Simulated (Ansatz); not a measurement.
Bands of SiSe₂

```
CELL_PARAMETERS angstrom
-2.88000 3.01500 4.88000
2.88000 -3.01500 4.88000
2.88000 3.01500 -4.88000
ATOMIC_POSITIONS crystal
Si 0.25000 0.25000 0.00000
Si 0.75000 0.75000 0.00000
Se 0.12100 0.79800 0.91900
Se 0.87900 0.20200 0.08100
Se 0.62100 0.70200 0.32300
Se 0.37900 0.29800 0.67700
```

Atom numbers follow the list: Si1, Si2, Se3, Se4, Se5, Se6.

The geometry is COD entry 7222931, unchecked; take it as a test cell.

The calculation used DFT, PBE, all-electron LAPW, scalar-relativistic in Ansatz 0.2.0.

The runs use a Γ-centred 5×5×6 k mesh, Fermi–Dirac smearing of 0.02 eV, basis error target 1 meV/atom, no spin polarisation; this mesh doesn't keep the crystal's whole symmetry, which leaves small spurious terms.

Points in fractions of the reciprocal vectors of this cell: Γ (0, 0, 0), X (0.5, 0.5, -0.5), F2 (0.337, 0.663, -0.337), Σ0 (-0.337, 0.337, 0.337), Y0 (0.345, -0.345, 0.345), U0 (0.655, 0.345, -0.345). The path joins them by straight lines in the order Γ–X–F2–Σ0–Γ–Y0–U0–X–Γ; legs that retrace an earlier one aren't tabulated. Energies are in eV from the Fermi level.

**Question.** Metal or insulator at this level of theory?

**Answer.** No gap opens: metallic or semimetallic.

**Question.** Tabulate bands 55 to 62, counted from the lowest band of the run, along the path.

**Answer.** 
| k (1/Å) | point | band 55 | band 56 | band 57 | band 58 | band 59 | band 60 | band 61 | band 62 |
| --- | --- | --- | --- | --- | --- | --- | --- | --- | --- |
| 0.00 | Γ | -3.61 | -3.04 | -2.80 | -2.44 | 0.09 | 1.14 | 1.27 | 1.53 |
| 0.16 |  | -3.47 | -2.91 | -2.67 | -2.39 | -0.40 | 0.69 | 1.15 | 1.74 |
| 0.32 |  | -3.10 | -2.62 | -2.26 | -2.08 | -1.50 | 0.13 | 1.06 | 1.17 |
| 0.48 |  | -2.72 | -2.59 | -2.40 | -2.11 | -0.98 | -0.01 | 0.28 | 1.19 |
| 0.64 | X | -3.21 | -2.35 | -2.23 | -2.11 | -0.28 | -0.10 | 0.07 | 1.19 |
| 0.73 |  | -3.05 | -2.38 | -2.23 | -1.96 | -0.27 | -0.09 | 0.09 | 1.15 |
| 0.82 |  | -2.71 | -2.46 | -2.26 | -1.61 | -0.25 | -0.05 | 0.12 | 1.01 |
| 0.91 |  | -2.59 | -2.34 | -2.31 | -1.15 | -0.21 | 0.03 | 0.16 | 0.73 |
| 1.00 | F2 | -2.74 | -2.37 | -2.10 | -0.67 | -0.15 | 0.12 | 0.13 | 0.45 |
| 1.19 |  | -2.65 | -2.54 | -2.27 | -0.75 | -0.33 | -0.03 | 0.14 | 0.46 |
| 1.37 |  | -2.75 | -2.75 | -1.73 | -1.72 | -0.26 | -0.25 | 0.38 | 0.38 |
| 1.56 |  | -2.65 | -2.54 | -2.27 | -0.75 | -0.33 | -0.03 | 0.14 | 0.46 |
| 1.75 | Σ0 | -2.74 | -2.37 | -2.10 | -0.67 | -0.15 | 0.12 | 0.13 | 0.45 |
| 1.93 |  | -2.58 | -2.54 | -2.33 | -0.12 | -0.04 | -0.01 | 0.55 | 0.65 |
| 2.11 |  | -3.38 | -2.80 | -1.74 | -0.92 | 0.00 | 0.09 | 1.05 | 1.06 |
| 2.30 |  | -3.55 | -2.98 | -2.35 | -1.90 | 0.11 | 0.79 | 1.20 | 1.37 |
| 2.48 | Γ | -3.61 | -3.04 | -2.80 | -2.44 | 0.09 | 1.14 | 1.27 | 1.53 |
| 2.66 |  | -3.53 | -3.53 | -2.94 | -1.61 | -0.02 | 0.49 | 1.15 | 1.49 |
| 2.84 |  | -2.99 | -2.68 | -2.64 | -0.87 | -0.75 | -0.27 | 0.64 | 0.85 |
| 3.02 |  | -2.41 | -2.18 | -1.86 | -1.36 | -1.36 | -0.45 | 0.39 | 0.41 |
| 3.20 | Y0 | -2.65 | -2.62 | -2.25 | -0.90 | -0.55 | -0.44 | 0.15 | 0.34 |
| 3.39 |  | -2.62 | -2.45 | -1.91 | -1.27 | -1.24 | -0.62 | 0.07 | 0.15 |
| 3.58 |  | -2.26 | -2.26 | -1.98 | -1.98 | -1.18 | -1.18 | -0.08 | -0.07 |
| 3.77 |  | -2.62 | -2.45 | -1.91 | -1.27 | -1.24 | -0.62 | 0.07 | 0.15 |
| 3.96 | U0 | -2.65 | -2.62 | -2.25 | -0.90 | -0.55 | -0.44 | 0.15 | 0.34 |
| 4.04 |  | -3.10 | -2.52 | -2.23 | -1.21 | -0.39 | -0.16 | 0.23 | 0.32 |
| 4.12 |  | -3.46 | -2.43 | -2.22 | -1.59 | -0.33 | -0.09 | 0.15 | 0.72 |
| 4.20 |  | -3.37 | -2.37 | -2.22 | -1.94 | -0.29 | -0.10 | 0.09 | 1.06 |
| 4.28 | X | -3.21 | -2.35 | -2.23 | -2.11 | -0.28 | -0.10 | 0.07 | 1.19 |
